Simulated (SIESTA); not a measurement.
## BaTiO3 (Barioperovskite) under changes of volume

One of the cells (12.867 Å³/atom); the others are scaled copies at fixed shape and fractional positions:

```
CELL_PARAMETERS angstrom
3.98550 0.00000 0.00000
0.00000 2.83690 2.84515
0.00000 -2.83690 2.84515
ATOMIC_POSITIONS crystal
Ba 0.00000 0.00000 0.00000
Ti 0.50000 0.51240 0.51240
O 0.50000 0.99184 0.50524
O 0.50000 0.50524 0.99184
O 0.00000 0.48740 0.48740
```

```yaml
Program: SIESTA 5.4.2
Functional: LDA
Potentials_or_basis: PseudoDojo 0.4 standard (LDA files)
Basis: DZP (energy shift 0.003 Ry; two zetas on semicore shells; d shell added on Ba)
Grid_cutoff: 800 Ry
Energy_shift: 0.003 Ry
k_mesh: 5 × 5 × 5
Occupations: fermi-dirac, width 0.05 eV
Spin: no spin polarisation
```

| volume (Å³/atom) | energy over the lowest point (meV/atom) | pressure (GPa) | gap on the mesh (eV) | largest force (eV/Å) |
| --- | --- | --- | --- | --- |
| 12.095 | 4.91 | 5.3 | 1.95 | 0.267 |
| 12.353 | 0.00 | 0.9 | 1.94 | 0.233 |
| 12.610 | 1.71 | -3.0 | 1.90 | 0.245 |
| 12.867 | 9.29 | -6.4 | 1.85 | 0.286 |
| 13.125 | 22.12 | -9.5 | 1.81 | 0.346 |
| 13.382 | 39.66 | -12.2 | 1.77 | 0.407 |
| 13.639 | ? | ? | ? | ? |

**Question.** What does the run at 13.639 Å³/atom give?

**Answer.** Energy over the lowest point 61.34 meV/atom; pressure -14.7 GPa; gap on the mesh 1.73 eV; largest force 0.485 eV/Å.

Worked out: A Birch-Murnaghan fit of order 3 (a polynomial in V^(-2/3)) to the other rows has its minimum at 12.41 Å³/atom with B0 = V·E''(V) = 192 GPa and B' = 4.4 at fixed shape and positions, which overstates the stiffness. It gives 61.36 meV/atom at 13.639 Å³/atom, against the run's 61.34, and -dE/dV = -14.7 GPa, against -14.7. A parabola through the other rows of the gap, of slope -2.96 eV per unit of ln V there, extrapolates to 1.71 eV, against the run's 1.73. The fit is too stiff a form for this range.

Energies are extrapolated to zero smearing.

Caveats: this set's barium file shifts pressures by up to 1 GPa against other sets; spin-orbit coupling is left out, which moves the levels of the heavy elements; an odd mesh through Γ misses points on the zone boundary, where band edges often lie; the basis of atomic orbitals isn't converged, which shifts pressures, moduli and gaps.
